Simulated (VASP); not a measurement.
Output of a VASP run:

File OSZICAR:
```
...
DAV:   7    -0.458600216166E+02   -0.11808E+01   -0.24124E+00   688   0.136E+01    0.439E+00
DAV:   8    -0.456893214525E+02    0.17070E+00   -0.22105E+00   720   0.152E+01    0.245E+00
DAV:   9    -0.451400516947E+02    0.54927E+00   -0.84846E-01   664   0.104E+01    0.119E+00
DAV:  10    -0.452777003522E+02   -0.13765E+00   -0.89475E-02   720   0.334E+00    0.742E-01
DAV:  11    -0.453402976693E+02   -0.62597E-01   -0.15064E-02   736   0.118E+00    0.588E-01
DAV:  12    -0.453333979160E+02    0.68998E-02   -0.11678E-02   776   0.917E-01    0.301E-01
DAV:  13    -0.453325144567E+02    0.88346E-03   -0.68289E-03   776   0.602E-01    0.464E-02
DAV:  14    -0.453326779159E+02   -0.16346E-03   -0.34502E-04   680   0.238E-01    0.463E-02
DAV:  15    -0.453327025607E+02   -0.24645E-04   -0.12600E-04   704   0.147E-01    0.370E-02
DAV:  16    -0.453328161715E+02   -0.11361E-03   -0.12403E-04   672   0.105E-01    0.878E-03
DAV:  17    -0.453328127494E+02    0.34221E-05   -0.11724E-05   904   0.272E-02    0.515E-03
DAV:  18    -0.453328143685E+02   -0.16192E-05   -0.12728E-06   480   0.113E-02    0.245E-03
DAV:  19    -0.453328154107E+02   -0.10421E-05   -0.71201E-07   432   0.975E-03    0.104E-03
DAV:  20    -0.453328159541E+02   -0.54344E-06   -0.31422E-07   352   0.552E-03
   1 F= -.45332816E+02 E0= -.45332816E+02  d E =-.453328E+02
       N       E                     dE             d eps       ncg     rms          rms(c)
DAV:   1    -0.453987273199E+02   -0.65912E-01   -0.25366E+00   760   0.174E+01    0.294E+00
DAV:   2    -0.453372348737E+02    0.61492E-01   -0.22791E-01   752   0.436E+00    0.118E+00
DAV:   3    -0.453279691609E+02    0.92657E-02   -0.39398E-02   960   0.184E+00    0.200E-01
DAV:   4    -0.453287988850E+02   -0.82972E-03   -0.52412E-03  1104   0.672E-01    0.215E-01
DAV:   5    -0.453288113870E+02   -0.12502E-04   -0.14665E-03   912   0.353E-01    0.677E-02
DAV:   6    -0.453289511624E+02   -0.13978E-03   -0.10087E-03   640   0.428E-01    0.730E-02
DAV:   7    -0.453294991524E+02   -0.54799E-03   -0.67371E-04   888   0.255E-01    0.123E-02
DAV:   8    -0.453295212258E+02   -0.22073E-04   -0.20180E-05   704   0.505E-02    0.951E-03
DAV:   9    -0.453295226590E+02   -0.14332E-05   -0.61089E-06   896   0.205E-02    0.148E-03
DAV:  10    -0.453295244446E+02   -0.17855E-05   -0.59745E-07   376   0.105E-02    0.172E-03
DAV:  11    -0.453295246200E+02   -0.17540E-06   -0.27157E-07   320   0.602E-03
   2 F= -.45329525E+02 E0= -.45329525E+02  d E =0.329133E-02
       N       E                     dE             d eps       ncg     rms          rms(c)
DAV:   1    -0.453618756144E+02   -0.32351E-01   -0.96447E-01   752   0.107E+01    0.184E+00
DAV:   2    -0.453378795414E+02    0.23996E-01   -0.83901E-02   760   0.266E+00    0.715E-01
DAV:   3    -0.453342017677E+02    0.36778E-02   -0.15163E-02  1000   0.115E+00    0.123E-01
DAV:   4    -0.453346215569E+02   -0.41979E-03   -0.16709E-03  1040   0.383E-01    0.134E-01
DAV:   5    -0.453346594319E+02   -0.37875E-04   -0.69933E-04   920   0.234E-01    0.369E-02
DAV:   6    -0.453347893059E+02   -0.12987E-03   -0.33366E-04   640   0.243E-01    0.362E-02
DAV:   7    -0.453349525825E+02   -0.16328E-03   -0.17091E-04   856   0.126E-01    0.770E-03
DAV:   8    -0.453349578985E+02   -0.53160E-05   -0.10700E-05   792   0.398E-02    0.477E-03
DAV:   9    -0.453349599926E+02   -0.20940E-05   -0.22949E-06   592   0.140E-02    0.840E-04
DAV:  10    -0.453349600328E+02   -0.40287E-07   -0.24798E-07   320   0.571E-03
   3 F= -.45334960E+02 E0= -.45334960E+02  d E =-.214408E-02
```

File OUTCAR:
```
------------------------ aborting loop because EDIFF is reached ----------------------------------------
  FORCE on cell =-STRESS in cart. coord.  units (eV):
  Direction    XX          YY          ZZ          XY          YZ          ZX
  --------------------------------------------------------------------------------------
  Total        0.0007005      0.0007005      0.0007005     -0.0000000     -0.0000000      0.0000000
  in kB        0.0341923      0.0341923      0.0341923     -0.0000000     -0.0000000      0.0000000
  external PRESSURE =       0.0341923 kB  Pullay stress =       0.0000000 kB
  volume of cell :       32.82
      direct lattice vectors                 reciprocal lattice vectors
     0.000000000  2.541247710  2.541247710    -0.196753743  0.196753743  0.196753743
     2.541247710  0.000000000  2.541247710     0.196753743 -0.196753743  0.196753743
     2.541247710  2.541247710  0.000000000     0.196753743  0.196753743 -0.196753743
 POSITION                                       TOTAL-FORCE (eV/Angst)
 -----------------------------------------------------------------------------------
      0.00000      0.00000      0.00000        -0.000000     -0.000000     -0.000000
      1.27062      1.27062      1.27062         0.000000     -0.000000      0.000000
      3.81187      3.81187      3.81187         0.000000      0.000000     -0.000000
 -----------------------------------------------------------------------------------
    total drift:                                0.000000      0.000000      0.000000
  FREE ENERGIE OF THE ION-ELECTRON SYSTEM (eV)
  ---------------------------------------------------
  free  energy   TOTEN  =       -45.3349600328 eV

  energy  without entropy=      -45.3349600328  energy(sigma->0) =      -45.33496003

 reached required accuracy - stopping structural energy minimisation
```
(Selected blocks of OUTCAR.)

### POSCAR
```
ZrO2
1
    0.0000000000     2.5336762499     2.5336762499
    2.5336762499    -0.0000000000     2.5336762499
    2.5336762499     2.5336762499     0.0000000000
Zr O
1 2
Direct
  0.0000000000   0.0000000000   0.0000000000
  0.2500000000   0.2500000000   0.2500000000
  0.7500000000   0.7500000000   0.7500000000
```

Question: Write an INCAR and KPOINTS that could have produced this output.

Answer: One answer among several that fit: the input of the run itself, r2SCAN+rVV10, plane waves, VASP's PBE PAW potentials (set 64).

File KPOINTS:
```
Automatic mesh
0
Gamma
7 7 7
0 0 0
```

**INCAR**
```
# general
SYSTEM    =  ZrO2
PREC      =  Accurate
ENCUT     =  520
LREAL     =  .False.   # projection in real space or not
LASPH     =  .True.

# electronic loop
EDIFF     =  1E-6   # SCF stop (eV)
NELM      =  100
ALGO      =  Normal   # blocked Davidson
LMAXMIX   =  4   # l cut-off of mixed one-centre charges
LMIXTAU   =  .True.

# smearing
ISMEAR    =  0
SIGMA     =  0.05

# functional
METAGGA   =  R2SCAN
LUSE_VDW  =  .True.
BPARAM    =  11.95
CPARAM    =  0.0093

# ions
IBRION    =  2
NSW       =  60   # most ionic steps
ISIF      =  3   # ions, shape and volume
EDIFFG    =  -0.02   # ionic stop

# output
LWAVE     =  .False.
LCHARG    =  .False.
```

POTCAR, in this order: Zr_sv O (PBE.64 set). Program: vasp_std.

The compound is ZrO2 in the fluorite structure, the high-temperature cubic form, which is unstable at 0 K; the monoclinic form is the stable one. This run relaxes it. Symmetry was kept, so distortions that lower it aren't found. The start is the result of an earlier pass.
